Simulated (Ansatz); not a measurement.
Crystal: SnSe.

```
Sn Se
1.0
     0.00000    3.01000    3.01000
     3.01000    0.00000    3.01000
     3.01000    3.01000    0.00000
Sn Se
1 1
Direct
  0.00000 0.00000 0.00000
  0.50000 0.50000 0.50000
```

Measurements of this composition are mostly on another form, of space group No. 62.

Base run:

* Program: Ansatz 0.2.0
* Functional: revPBE
* Potentials or basis: all-electron LAPW, scalar-relativistic
* Cutoff: 190 eV (chosen from the basis error)
* Basis error allowed: 0.001 eV/atom
* k mesh: 8 × 8 × 8
* Occupations: fermi-dirac, width 0.05 eV
* Spin: no spin polarisation

Its results: pressure 2.1 GPa.

**Question.** The run is repeated on the same cell with these changes: functional from revPBE to RPBE. What comes out?

**Answer.** Pressure 2.6 GPa.
